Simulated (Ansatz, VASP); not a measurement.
**TiSi2: VASP beside Ansatz**

INCAR

```
SYSTEM = TiSi2
PREC = Accurate
ENCUT = 520
EDIFF = 1E-7
ISMEAR = -1
SIGMA = 0.05
LREAL = .FALSE.
LASPH = .TRUE.
NELM = 100
ALGO = Normal
ISIF = 2
LWAVE = .FALSE.
LCHARG = .FALSE.
GGA = PE
NBANDS = 29
```

The input KPOINTS:

```
regular mesh
0
G
  7 7 7
  0 0 0
```

File POSCAR:

```
TiSi2
1.0
    0.0000000000      4.1175163063      4.2628978354
    2.3895119538      0.0000000000      4.2628978354
    2.3895119538      4.1175163063      0.0000000000
Ti Si
2 4
Direct
    0.7298090000      0.7660080000      0.7545160000
    0.5098080000      0.4938000000      0.4881250000
    0.4119000000      0.0886290000      0.4012170000
    0.0879200000      0.4158410000      0.0890560000
    0.1552350000      0.8538540000      0.1646180000
    0.8526370000      0.1494690000      0.8275820000
```

Contents of input.yaml:

```yaml
crystal:
  lattice:
    - [0.0, 4.1175163063, 4.2628978354]
    - [2.3895119538, 0.0, 4.2628978354]
    - [2.3895119538, 4.1175163063, 0.0]
  atoms:
    - { symbol: Ti, position: [0.729809, 0.766008, 0.754516] }
    - { symbol: Ti, position: [0.509808, 0.4938, 0.488125] }
    - { symbol: Si, position: [0.4119, 0.088629, 0.401217] }
    - { symbol: Si, position: [0.08792, 0.415841, 0.089056] }
    - { symbol: Si, position: [0.155235, 0.853854, 0.164618] }
    - { symbol: Si, position: [0.852637, 0.149469, 0.827582] }
hamiltonian:
  xc: pbe
  pseudopotentials: { kind: paw }
kpoints:
  mp_grid: { grid: [7, 7, 7] }
scf:
  occupations: { method: fermi_dirac, width: 0.05 }
output:
  forces: true
  stress: true
  eigenvalues: true
  write_density: true
  write_potential: true
  elf: true
  volumetric_format: npy
```

Change from the starting cell: atoms moved at random, drawn with an rms of 0.05 Å.

Alike in both runs: task single point; functional PBE; k mesh 7 × 7 × 7; occupations fermi-dirac, width 0.05 eV; no spin polarisation.

```csv
,VASP,Ansatz
version,VASP 6.6.1,Ansatz 0.2.0
potentials or method,"VASP PAW PBE potentials, release 64 (Ti_sv, Si)",Ansatz PAW
plane-wave cutoff (eV),520,420
valence electrons in the cell,40,40
```

Ansatz gave:

| Quantity | Value |
| --- | --- |
| gap on the k mesh at the Fermi level (eV) | none |
| pressure (GPa) | 2.7 |
| largest component of the traceless stress (GPa) | 1.33 |
| rms of the force components (eV/Å) | 0.371 |

Question: What did VASP give for the same quantities?

Answer: gap on the k mesh at the Fermi level (eV): none; pressure (GPa): 2.6; largest component of the traceless stress (GPa): 1.33; rms of the force components (eV/Å): 0.371.

Atom by atom the forces differ by 0.001 eV/Å (rms over components). A gap of «none» marks a metal or a gap that the smearing closes. With one functional, cell and mesh, what is left measures potentials, basis and numerics.
